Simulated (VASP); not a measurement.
Crystal: MoSe2.

```xyz
6
Lattice="3.2880 0.0000 0.0000 -1.6440 2.8475 0.0000 0.0000 0.0000 12.9000" Properties=species:S:1:pos:R:3 pbc="T T T"
Mo    0.0000    1.8983    3.2250
Mo    1.6440    0.9492    9.6750
Se    0.0000    1.8983    8.0625
Se    1.6440    0.9492    1.6125
Se    0.0000    1.8983   11.2875
Se    1.6440    0.9492    4.8375
```

| Quantity | Value |
| --- | --- |
| Program | VASP 6.6.1 |
| Task | relaxation of cell and atoms |
| Functional | PBE |
| Dispersion | D3(BJ) |
| Potentials or basis | VASP PAW PBE potentials, release 64 (Mo_sv, Se) |
| Cutoff | 600 eV |
| k mesh | 9 × 9 × 2 |
| Occupations | gaussian, width 0.03 eV |
| Spin | no spin polarisation |

At the start: pressure 4.5 GPa; volume 20.13 Å³/atom.

Task: How do energy, volume and symmetry change on relaxing?

Result: Over 14 steps the energy falls by 24.1 meV/atom and the volume is 19.74 Å³/atom (-1.9 %); space group P6_3/mmc (No. 194, to 0.05 Å).

The path:
```
step  energy change (eV)  largest force (eV/Å)  pressure (GPa)  volume (Å³)
   1              0.0000                1.1441            4.52       120.78
   2              0.2308                1.2853           -9.26       130.92
   3             -0.1073                0.1481           -1.23       124.27
   4             -0.1075                0.1809           -1.04       124.14
   5             -0.1225                0.1168           -0.28       122.48
   6             -0.1232                0.0997           -0.06       122.02
   7             -0.1275                0.0908           -0.06       121.61
   8             -0.1379                0.0632           -0.04       120.35
   9             -0.1435                0.0013            0.20       117.83
  10             -0.1443                0.0241            0.12       118.56
  11             -0.1444                0.0212            0.12       118.46
  12             -0.1443                0.0191            0.13       118.39
  13             -0.1425                0.1161           -0.76       118.94
  14             -0.1444                0.0004            0.01       118.46
```

Final structure:
```cif
data_structure
_symmetry_space_group_name_H-M 'P 1'
_symmetry_Int_Tables_number 1
_cell_length_a 3.2787
_cell_length_b 3.2787
_cell_length_c 12.7250
_cell_angle_alpha 90.000
_cell_angle_beta 90.000
_cell_angle_gamma 120.000
_cell_volume 118.46
loop_
_atom_site_label
_atom_site_type_symbol
_atom_site_fract_x
_atom_site_fract_y
_atom_site_fract_z
_atom_site_occupancy
Mo1 Mo 0.33333 0.66667 0.25000 1
Mo2 Mo 0.66667 0.33333 0.75000 1
Se1 Se 0.33333 0.66667 0.61833 1
Se2 Se 0.66667 0.33333 0.11833 1
Se3 Se 0.33333 0.66667 0.88167 1
Se4 Se 0.66667 0.33333 0.38167 1
```
